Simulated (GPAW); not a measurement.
The system is Si2W.

```
W Si
1.0
    -1.60690    1.60690    3.91495
     1.60690   -1.60690    3.91495
     1.60690    1.60690   -3.91495
W Si
1 2
Direct
  0.00000 0.00000 0.00000
  0.66530 0.66530 0.00000
  0.33470 0.33470 0.00000
```

Program: GPAW 26.7.0. Alike in all runs: no spin polarisation; cell as given; cutoff (eV) 600.

Problem. Order these runs on this cell by their pressure, lowest first.
A. level LDA; potentials or basis the program's PAW data sets (release 1.2.1) made for this functional, pw; k mesh 8 × 8 × 8; smearing fermi-dirac 0.05 eV; band path GXYSGZS1NPY1Z,XP; band points 60
B. level PBEsol; potentials or basis PAW data sets generated in the run's folder for this functional, pw; k mesh 12 × 12 × 12; smearing fermi-dirac 0.05 eV
C. level PBE; potentials or basis GPAW PAW data sets (gpaw-data 1.2.1), pw; k mesh 12 × 12 × 12; smearing gaussian 0.017 eV

Solution. A (-5.3 GPa), B (-1.3 GPa), C (4.0 GPa).

Not every run made on this cell is shown here.
